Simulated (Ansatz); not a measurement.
Take a crystal in which Br has been replaced by Cl on all its sites, with the cell rescaled by a rough guess (in some cases also distorted within its space group) and nothing relaxed:

```xyz
2
Lattice="0.0000 3.1939 3.1939 3.1939 0.0000 3.1939 3.1939 3.1939 0.0000" Properties=species:S:1:pos:R:3 pbc="T T T"
Rb    0.0000    0.0000    0.0000
Cl    3.1939    3.1939    3.1939
```

These are results of DFT PBE, scalar-relativistic, plane waves, PAW (Ansatz 0.2.0), not measurements.

Cutoff 420 eV; k points 6×6×6 on the computed 2-atom cell (Γ-centred); Gaussian smearing, width 0.02 eV; no spin polarisation.

Question: What pressure does the cell carry?

Answer: The pressure is 2.9 GPa (positive in compression), so the cell would expand.

Question: Is it a metal on this mesh?

Answer: No: the gap is 5.30 eV, the least direct gap 5.30 eV.

Question: What is its energy against the elements in their standard states?

Answer: -1.947 eV/atom at this unrelaxed geometry, with the elements in the same functional.